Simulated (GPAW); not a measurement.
The system is BaTiO3 (Barioperovskite).

```
Ba Ti O
1.0
     3.98550    0.00000    0.00000
     0.00000    2.83690    2.84515
     0.00000   -2.83690    2.84515
Ba Ti O
1 1 3
Direct
  0.00000 0.00000 0.00000
  0.50000 0.51240 0.51240
  0.50000 0.99184 0.50524
  0.50000 0.50524 0.99184
  0.00000 0.48740 0.48740
```

Base run:

| Property | Result |
| --- | --- |
| Program | GPAW 26.7.0 |
| Functional | PBEsol |
| Potentials or basis | PAW data sets generated in the run's folder for this functional |
| Cutoff | 800 eV |
| Basis | pw |
| k mesh | 5 × 5 × 5 |
| Occupations | fermi-dirac, width 0.05 eV |
| Spin | no spin polarisation |

Its results: band gap on the k mesh 1.97 eV, indirect (least direct gap 2.03 eV); pressure -2.5 GPa; largest force 0.261 eV/Å.

Problem. The run is repeated on the same cell with these changes: functional from PBEsol to BLYP. What comes out?

Solution. Band gap on the k mesh 2.05 eV, indirect (least direct gap 2.12 eV); pressure 9.0 GPa; largest force 0.258 eV/Å.

BLYP binds less tightly than PBEsol, so the same cell stands under more pressure.

Caveats: spin-orbit coupling is left out, which moves the levels of the heavy elements; the mesh misses the band edges, which the band path finds closer together (some runs); an odd mesh through Γ misses points on the zone boundary, where band edges often lie (some runs).

Not every run made on this cell is shown here.
